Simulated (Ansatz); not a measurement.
Crystal: SiO2.

```
Si O
1.0
     0.00000    4.71626    7.36278
     2.35958    0.00000    7.36278
     2.35958    4.71626    0.00000
Si O
4 8
Direct
  0.93677 0.93677 0.56323
  0.68677 0.68677 0.31323
  0.31323 0.31323 0.68677
  0.56323 0.56323 0.93677
  0.06344 0.43656 0.06344
  0.43656 0.06344 0.43656
  0.81344 0.18656 0.81344
  0.18656 0.81344 0.18656
  0.12500 0.62500 0.62500
  0.62500 0.62500 0.62500
  0.62500 0.62500 0.12500
  0.62500 0.12500 0.62500
```

The cell comes from a database or a generator and needn't be the stable form of this composition.

```yaml
Program: Ansatz 0.2.0
Task: relaxation of cell and atoms
Functional: PBE
Potentials_or_basis: Ansatz PAW
Cutoff: "420 eV (not typed: the program's choice for these potentials)"
k_mesh: 7 × 7 × 7
Occupations: fermi-dirac, width 0.05 eV
Spin: no spin polarisation
```

At the start: volume 13.66 Å³/atom.

Question: How do energy, volume and symmetry change on relaxing?

Answer: It ends after 8 steps and the volume is 14.02 Å³/atom (+2.7 %); space group Fddd (No. 70, to 0.05 Å).

The path:
```
step  energy change (eV)  largest force (eV/Å)  volume (Å³)
   1              0.0000                0.3660       163.87
   2             -0.0414                0.2129       166.01
   3             -0.0520                0.0469       168.19
   4             -0.0530                0.0513       168.00
   5             -0.0530                0.0001       168.04
   6             -0.0698                0.0002       168.04
   7             -0.0691                0.0003       168.28
   8             -0.0700                0.0002       168.28
```

Final structure:
```
Si O
1.0
     0.00000    4.76099    7.42759
     2.37936    0.00000    7.42759
     2.37936    4.76099    0.00000
Si O
4 8
Direct
  0.93684 0.93684 0.56316
  0.68684 0.68684 0.31316
  0.31316 0.31316 0.68684
  0.56316 0.56316 0.93684
  0.06379 0.43621 0.06379
  0.43621 0.06379 0.43621
  0.81379 0.18621 0.81379
  0.18621 0.81379 0.18621
  0.12500 0.62500 0.62500
  0.62500 0.62500 0.62500
  0.62500 0.62500 0.12500
  0.62500 0.12500 0.62500
```

Caveat: the plane-wave basis is chosen anew once the cell has moved, so the energies of steps on either side of that aren't comparable; the pressure holds a Pulay correction of +0.5 GPa for the finite cutoff.
